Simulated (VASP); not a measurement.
# TiO under changes of volume

One of the cells (10.529 Å³/atom); the others are scaled copies at fixed shape and fractional positions:

```
Ti O
1.0
     5.02213    0.00000    0.00000
    -2.51106    4.34929    0.00000
     0.00000    0.00000    2.89234
Ti O
3 3
Direct
  0.00000 0.00000 0.00000
  0.33333 0.66667 0.50000
  0.66667 0.33333 0.50000
  0.00000 0.39444 0.00000
  0.39444 0.00000 0.00000
  0.60556 0.60556 0.00000
```

The cell comes from a database or a generator and needn't be the stable form of this composition.

```yaml
Program: VASP 6.6.1
Functional: PBEsol
Potentials_or_basis: VASP PAW PBE potentials, release 64 (Ti_sv, O)
Cutoff: 520 eV
k_mesh: 6 × 6 × 9
Occupations: fermi-dirac, width 0.05 eV
Spin: no spin polarisation
```

| volume (Å³/atom) | energy over the lowest point (meV/atom) | pressure (GPa) | largest force (eV/Å) |
| --- | --- | --- | --- |
| 9.704 | 12.94 | 10.5 | 0.190 |
| 9.910 | 2.96 | 4.7 | 0.116 |
| 10.117 | 0.00 | -0.4 | 0.047 |
| 10.529 | ? | ? | ? |
| 10.736 | 26.36 | -12.9 | 0.134 |
| 10.942 | 44.94 | -16.2 | 0.186 |

What does the run at 10.529 Å³/atom give?

Energy over the lowest point 12.33 meV/atom; pressure -9.2 GPa; largest force 0.078 eV/Å.

Worked out: A Birch-Murnaghan fit of order 3 (a polynomial in V^(-2/3)) to the other rows has its minimum at 10.11 Å³/atom with B0 = V·E''(V) = 240 GPa and B' = 4.3 at fixed shape and positions, which overstates the stiffness. It gives 12.27 meV/atom at 10.529 Å³/atom, against the run's 12.33, and -dE/dV = -9.0 GPa, against -9.2.

Energies are extrapolated to zero smearing.

Caveats: the PAW data sets were made with another functional, which shifts forces and pressure a little.
